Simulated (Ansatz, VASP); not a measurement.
## AgI: VASP beside Ansatz

```
I Ag
1.0
     0.00000    3.17043    3.17043
     3.17043    0.00000    3.17043
     3.17043    3.17043    0.00000
I Ag
1 1
Direct
  0.75000 0.75000 0.75000
  0.00000 0.00000 0.00000
```

Change from the starting cell: volume scaled by 0.94.

Alike in both runs: task single point; functional PBEsol; k mesh 7 × 7 × 7; occupations fermi-dirac, width 0.05 eV; no spin polarisation.

|  | VASP | Ansatz |
| --- | --- | --- |
| version | VASP 6.6.1 | Ansatz 0.2.0 |
| potentials or method | VASP PAW PBE potentials, release 64 (I, Ag) | Ansatz PAW |
| plane-wave cutoff (eV) | 520 | 420 |
| valence electrons in the cell | 18 | 36 |

VASP gave:

```
gap on the k mesh at the Fermi level (eV) : 1.20
least direct gap on the mesh (eV)         : 1.20
pressure (GPa)                            : 2.0
```

Problem. What did Ansatz give for the same quantities?

Solution. gap on the k mesh at the Fermi level (eV): 1.19; least direct gap on the mesh (eV): 1.19; pressure (GPa): 2.0.

The two sets of potentials don't hold the same shells in valence.

Caveats: spin-orbit coupling is left out, which moves the levels of the heavy elements; the PAW data sets were made with another functional, which shifts forces and pressure a little (VASP); odd divisions of the mesh miss points on the zone boundary, where band edges often lie, so the gap on the mesh can be too wide (Ansatz); the PAW data sets come from PBE, with cores solved anew for the run's functional, which leaves a small shift of forces and pressure (Ansatz).
